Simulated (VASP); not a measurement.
Wanted: the native input for a VASP 6.6.1 run.

```
Task                   : single point
Functional             : PBEsol
Potentials or basis    : VASP PAW PBE potentials, release 64 (W_sv)
Cutoff                 : 520 eV
k mesh                 : 12 × 12 × 15
Occupations            : gaussian, width 0.1 eV
Spin                   : no spin polarisation
Dipole correction      : no
Further INCAR settings : ALGO = Fast; EDIFF = 1e-06; NBANDS = 13; ISYM = 0
```

The structure of W lies in POSCAR:

```
W
1.0
    2.8007049246      0.0000000000      0.0000000000
   -1.4003524623      2.4254816132      0.0000000000
    1.4003524623      0.8084938711      2.3342784637
W
1
Direct
    0.0000000000      0.0000000000      0.0000000000
```

This isn't the form of W at room conditions, which is bcc.

These files were run (other wordings do the same):

INCAR

```
SYSTEM = W
PREC = Accurate ; ENCUT = 520
EDIFF = 1E-6 ; ISMEAR = 0
SIGMA = 0.1 ; LREAL = .FALSE.
LASPH = .TRUE. ; NELM = 100
ALGO = Fast ; ISIF = 2
LWAVE = .FALSE. ; LCHARG = .TRUE.
GGA = PS ; LELF = .TRUE.
LVHAR = .TRUE. ; NBANDS = 13
ISYM = 0
```

KPOINTS

```
regular mesh
0
G
  12 12 15
  0 0 0
```

Potentials or basis: VASP PAW PBE potentials, release 64 (W_sv).

Command:

```console
$ cat potpaw_PBE.64/W_sv/POTCAR > POTCAR
$ mpirun -np 1 vasp_std > vasp.out
```

It gave:

```json
{"Pressure": "2.7 GPa", "Band gap on the k mesh": "none (metal or under the smearing width)"}
```

Caveat: the PAW data sets were made with another functional, which shifts forces and pressure a little.

It took 2.4 min on 1 thread of Intel(R) Xeon(R) Platinum 8259CL CPU @ 2.50GHz (Skylake/Cascade Lake) (shared host), peak memory 0.32 GiB.
